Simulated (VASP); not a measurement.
Write the native input for VASP 6.6.1 that does the following.

- Task: relaxation of the atoms
- Functional: PBEsol
- Potentials or basis: VASP PAW PBE potentials, release 64 (Re)
- Cutoff: 520 eV
- k mesh: 7 × 7 × 1
- Occupations: fermi-dirac, width 0.05 eV
- Spin: no spin polarisation
- Dipole correction: yes
- Atoms held fixed (from 0): [0, 1, 2]
- Further INCAR settings: ALGO = Normal; EDIFF = 1e-06; IBRION = 2; EDIFFG = -0.005; NSW = 60

The structure of Re lies in POSCAR:

```
Re
1.0
    2.7930717857      0.0000000000      0.0000000000
    0.0000000000      2.7930717857      0.0000000000
    0.0000000000      0.0000000000     24.8750000000
Re
6
Selective dynamics
Direct
    0.5000000000      0.5000000000      0.3015075377  F F F
    0.0000000000      0.0000000000      0.3809045226  F F F
    0.5000000000      0.5000000000      0.4603015075  F F F
    0.0000000000      0.0000000000      0.5396984925  T T T
    0.5000000000      0.5000000000      0.6190954774  T T T
    0.0000000000      0.0000000000      0.6984924623  T T T
```

The slab is cut from a database's or a generator's crystal, which needn't be the stable form of the element.

These files were run (other wordings do the same):

INCAR

```
ALGO = Normal ; DIPOL = 0.5 0.5 0.500
EDIFF = 1E-6 ; EDIFFG = -0.005
ENCUT = 520 ; GGA = PS
IBRION = 2 ; IDIPOL = 3
ISIF = 2 ; ISMEAR = -1
LASPH = T ; LCHARG = F
LDIPOL = T ; LREAL = F
LWAVE = F ; NELM = 80
NSW = 60 ; PREC = Accurate
SIGMA = 0.05
```

KPOINTS

```
k-points
0
Gamma
  7 7 1
```

Potentials or basis: VASP PAW PBE potentials, release 64 (Re).

The run is started by

```console
$ cat potpaw_PBE.64/Re/POTCAR > POTCAR
$ mpirun -np 1 vasp_std > vasp.out
```

It gave:

| Property | Result |
| --- | --- |
| Energy gained by relaxing | 57.5 meV/atom |
| Ionic steps | 19 |
| Band gap on the k mesh | none (metal or under the smearing width) |

It took 11 min on 1 thread of Intel(R) Xeon(R) 6975P-C (Granite Rapids), with other jobs on the host, peak memory 0.34 GiB.
